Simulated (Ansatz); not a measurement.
LiCl: experiment and calculation

**Measured values to compare with.**

A printed reference work, data compilation reports, for a bulk crystal of LiCl at 298.15 K: lattice constant a 5.13988 Å.

From a printed reference work, monograph, for a bulk crystal of LiCl: high-frequency dielectric constant 2.75.

The results are compared with them further down.

All numbers below come from DFT r2SCAN, scalar-relativistic, plane waves, PAW (Ansatz 0.2.0).

Settings: cutoff 500 eV, Γ-centred mesh 8×8×8 on the computed 2-atom cell, Gaussian smearing of 0.02 eV; no spin polarisation.

Relaxed structure, symmetry kept:

```yaml
crystal:
  lattice:
    - [0.00000, 2.55620, 2.55620]
    - [2.55620, 0.00000, 2.55620]
    - [2.55620, 2.55620, 0.00000]
  atoms:
    - { symbol: Li, position: [0.00000, 0.00000, 0.00000] }
    - { symbol: Cl, position: [0.50000, 0.50000, 0.50000] }
```

```
Space group                                                                                                                                 : Fm-3m (No. 225)
Volume per atom                                                                                                                             : 16.70 Å³
Formation energy from the elements' standard states (uncorrected)                                                                           : -2.071 eV/atom
Generalised Kohn–Sham band gap                                                                                                              : 7.29 eV, indirect from (-0.062, 0.000, 0.062) to Γ
Löwdin character of the top 1 eV of the valence band                                                                                        : Cl 3p 99 %
Electron masses at the edge by Cartesian direction of the standard setting (m_e; degenerate bands sorted by energy; no spin-orbit coupling) : x: 0.47; y: 0.47; z: 0.47
Hole masses at the edge by Cartesian direction of the standard setting (m_e; degenerate bands sorted by energy; no spin-orbit coupling)     : x: 1.2; y: 1.9; z: 1.2
Bulk modulus                                                                                                                                : 35 GPa
Its pressure derivative                                                                                                                     : 4.4
Electronic dielectric constant xx, yy, zz of the standard setting (independent particles)                                                   : 3.0, 3.0, 3.0
Bader charges (e)                                                                                                                           : Li (1 in the cell) 0.91, Cl (1 in the cell) -0.91
```

Against the measured lattice constant a of LiCl, 5.13988 Å (298.15 K; a printed reference work, data compilation), the calculated 5.112 Å is off by -0.5 %. The calculation is for 0 K without zero-point motion. Measured high-frequency dielectric constant of LiCl: 2.75 (a printed reference work, monograph). This calculation gives 3.02 (+9.8 %). Local fields are left out.